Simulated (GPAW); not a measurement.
Runs of GPAW 26.7.0 on SiC (Moissanite). The structure is hexagonal, space group P6_3mc (No. 186). Conventional cell: a = 3.076 Å, b = 3.076 Å, c = 5.048 Å, α = 90.00°, β = 90.00°, γ = 120.00°. Si (site symmetry 3m) has 4 C at 1.87 to 1.94 Å as nearest neighbours. C (site symmetry 3m) has 4 Si at 1.87 to 1.94 Å as nearest neighbours. 

```csv
task,level,potentials or basis,cell,optimizer,fmax,max steps,target pressure,band path,gap on the mesh (eV),pressure (GPa),relaxed volume (Å³/atom),largest force (eV/Å)
relaxation of cell and atoms,r2SCAN+D4,"GPAW PAW data sets (gpaw-data 1.2.1), pw",relaxed to 20 GPa,BFGS,0.05 eV/Å,40,20 GPa,-,2.90,19.8,-,0.01
band structure,SOGGA,"PAW data sets generated in the run's folder for this functional, pw",as given,-,-,-,-,"GMKGALHA,LM,KH",-,(b),-,(a)
relaxation of cell and atoms,RPBE+D3(BJ),"the program's PAW data sets (release 1.2.1) made for this functional, pw",relaxed,LBFGS,0.02 eV/Å,100,-,-,2.52,0.1,9.69,-
relaxation of cell and atoms,BLYP+D4,"PAW data sets generated in the run's folder for this functional, pw",relaxed,BFGS,0.02 eV/Å,100,-,-,2.91,0.0,10.35,0.01
```

Alike in all rows: no spin polarisation; k mesh 7 × 7 × 4; cutoff (eV) 800; smearing fermi-dirac 0.05 eV.

Problem. Estimate the missing entries.

Solution. (a) 0.76; (b) 1.2.

Caveats: later steps reuse the first step's grids (some runs); an odd mesh through Γ misses points on the zone boundary, where band edges often lie (some runs); the PAW data sets were made with another functional, which shifts forces and pressure a little (some runs).

Runs at the PBE level aren't shown here.
